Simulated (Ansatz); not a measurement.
## ZnS: S vacancy

These are results of DFT PBE, scalar-relativistic, plane waves, PAW (Ansatz), not measurements. (420 eV cutoff, 2×2×2 k-mesh, shifted by half a step, Gaussian smearing of 0.01 eV, collinear spin in charge +1 alone)

Host crystal, relaxed:

```
CELL_PARAMETERS angstrom
0.00000 2.72115 2.72115
2.72115 0.00000 2.72115
2.72115 2.72115 0.00000
ATOMIC_POSITIONS crystal
Zn 0.00000 0.00000 0.00000
S 0.25000 0.25000 0.25000
```

Supercell of 32 atoms, rows in host cell vectors: 1 1 -3; 1 1 1; 1 -3 1. Atoms relax at the host's cell, keeping the symmetry that the supercell leaves at the site. The cell is small, so energies carry finite-size errors of tenths of an eV. The host's Kohn–Sham gap is 2.02 eV. Atoms are taken from and returned to the elements' standard states. Charged cells are corrected for image charges with the computed static dielectric tensor (mean 9.4) and aligned with the host's potential at far atoms (alignment terms reach 0.99 eV; the program doubts the alignment in some charges, where it is up to 0.99 eV). No band-filling term is added, and the Fermi level counts from the host's valence band top.

Defect: S vacancy at (0.250, 0.250, 0.250) of the host cell.

(1) What is the formation energy of the neutral defect?

(2) Does the neutral defect carry a moment, and how do its surroundings relax?

(3) Charges +2, +1, 0 were computed. Which is stable where in the gap?

Answers

(1) 3.70 eV.

(2) The neutral run had no spin polarisation, so a moment wasn't tested. The nearest neighbours before are 4 Zn at 2.36 Å; after relaxation the atoms near the site are 4 Zn at 2.07 Å; the largest move is 0.29 Å.

(3) Among the charges computed the stable one is +2 at the valence band top, changing to 0 at 1.24 eV. Levels between neighbouring charges: (+2/+1) 1.61 eV, (+1/0) 0.87 eV.